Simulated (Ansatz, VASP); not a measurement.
AlN: VASP beside Ansatz

File INCAR:

```
PREC = Accurate
ENCUT = 520
EDIFF = 1E-6
ISMEAR = 0
SIGMA = 0.01
LREAL = F
LASPH = T
NELM = 60
ALGO = Normal
ISIF = 2
LWAVE = F
LCHARG = F
GGA = PS
NBANDS = 11
```

Contents of KPOINTS:

```
regular mesh
0
Gamma
  10 10 10
```

POSCAR

```
AlN
1.0
    2.1777360830      2.1777360830      0.0000000000
   -2.1777360830      2.1777360830      0.0000000000
    0.0000000000      2.1777360830      2.2007178144
Al N
1 1
Direct
    0.0000000000      0.0000000000      0.0000000000
    0.2500000000      0.7500000000      0.5000000000
```

Input for Ansatz:

```yaml
crystal:
  lattice:
    - [2.17773608305, 2.17773608305, 0.0]
    - [-2.17773608305, 2.17773608305, 0.0]
    - [0.0, 2.17773608305, 2.20071781439]
  atoms:
    - { symbol: Al, position: [0.0, 0.0, 0.0] }
    - { symbol: "N", position: [0.25, 0.75, 0.5] }
kpoints:
  mp_grid: { grid: [10, 10, 10] }
scf:
  occupations: { method: fixed }
  convergence: { dr2_threshold: 1.0e-10 }
hamiltonian:
  xc: pbesol
  pseudopotentials: { kind: all_electron, lapw: { basis_error: 0.0005 } }
output:
  forces: true
  stress: true
  eigenstates:
    kpoints:
      - [0.0, 0.0, 0.0]
      - [-0.5, 0.5, 0.0]
      - [-0.5, -0.5, -0.5]
      - [0.0, 0.0, -0.5]
      - [0.0, -0.5, -0.5]
      - [0.0, 0.5, 0.0]
      - [-0.5, 0.0, 0.0]
      - [-0.5, 0.0, -0.5]
  eigenvalues: true
```

Change from the starting cell: film at in-plane strain -0.005.

Alike in both runs: task single point; functional PBEsol; k mesh 10 × 10 × 10; no spin polarisation.

|  | VASP | Ansatz |
| --- | --- | --- |
| version | VASP 6.6.1 | Ansatz 0.2.0 |
| potentials or method | VASP PAW PBE potentials, release 64 (Al, N) | all-electron LAPW, scalar-relativistic |
| plane-wave cutoff (eV) | 520 | see its input |
| occupations | gaussian, width 0.01 eV | fixed |

|  | VASP | Ansatz | Ansatz less VASP |
| --- | --- | --- | --- |
| gap on the k mesh at the Fermi level (eV) | 3.16 | 3.16 | +0.004 |
| pressure (GPa) | 0.9 | 0.8 | -0.12 |
| largest component of the traceless stress (GPa) | 0.93 | 0.93 | +0.001 |

Ansatz ran all-electron here, so the differences hold the error of VASP's frozen core and of both bases.

Caveats: the PAW data sets were made with another functional, which shifts forces and pressure a little (VASP). A k mesh can miss the band edges.
